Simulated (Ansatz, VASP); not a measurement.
# GaP in VASP and in Ansatz

File INCAR:

```
SYSTEM = GaP
PREC     = Accurate       ! precision mode
ENCUT    = 520            ! plane-wave cutoff, eV
EDIFF    = 1E-7           ! SCF threshold, eV
ISMEAR   = -1             ! smearing method
SIGMA    = 0.05           ! smearing width, eV
LREAL    = .FALSE.        ! projectors in reciprocal space
LASPH    = .TRUE.         ! aspherical terms in the spheres
NELM     = 60             ! most SCF steps
ALGO     = Normal         ! electronic algorithm
ISIF     = 2              ! what is computed and relaxed
LWAVE    = .FALSE.        ! write WAVECAR
LCHARG   = .FALSE.        ! write CHGCAR
GGA      = PS             ! functional
NBANDS   = 16             ! bands
```

Contents of KPOINTS:

```
regular mesh
0
G
  8 8 8
  0 0 0
```

File POSCAR:

```
GaP
1.0
    0.0000000000      2.7611126653      2.7611126653
    2.7611126653      0.0000000000      2.7611126653
    2.7611126653      2.7611126653      0.0000000000
Ga P
1 1
Direct
    0.0000000000      0.0000000000      0.0000000000
    0.7500000000      0.7500000000      0.7500000000
```

File input.yaml:

```yaml
crystal:
  lattice:
    - [0.0, 2.7611126653, 2.7611126653]
    - [2.7611126653, 0.0, 2.7611126653]
    - [2.7611126653, 2.7611126653, 0.0]
  atoms:
    - { symbol: Ga, position: [0.0, 0.0, 0.0] }
    - { symbol: P, position: [0.75, 0.75, 0.75] }
hamiltonian:
  xc: pbesol
  pseudopotentials: { kind: paw }
kpoints:
  mp_grid: { grid: [8, 8, 8] }
scf:
  occupations: { method: fermi_dirac, width: 0.05 }
output:
  forces: true
  stress: true
  eigenvalues: true
  write_density: true
  write_potential: true
  elf: true
  volumetric_format: npy
```

Change from the starting cell: volume scaled by 1.04.

Alike in both runs: task single point; functional PBEsol; k mesh 8 × 8 × 8; occupations fermi-dirac, width 0.05 eV; no spin polarisation.

```csv
,VASP,Ansatz
version,VASP 6.6.1,Ansatz 0.2.0
potentials or method,"VASP PAW PBE potentials, release 64 (Ga_d, P)",Ansatz PAW
plane-wave cutoff (eV),520,420
valence electrons in the cell,18,18
```

Ansatz gave:

* gap on the k mesh at the Fermi level (eV): 1.43
* least direct gap on the mesh (eV): 1.43
* pressure (GPa): -3.5

Which values does VASP return?

gap on the k mesh at the Fermi level (eV): 1.43; least direct gap on the mesh (eV): 1.43; pressure (GPa): -3.6.

The functional is the same, so the differences come from potentials, cutoffs and numerics.

Caveats: the PAW data sets were made with another functional, which shifts forces and pressure a little (VASP); the PAW data sets come from PBE, with cores solved anew for the run's functional, which leaves a small shift of forces and pressure (Ansatz). A k mesh can miss the band edges.
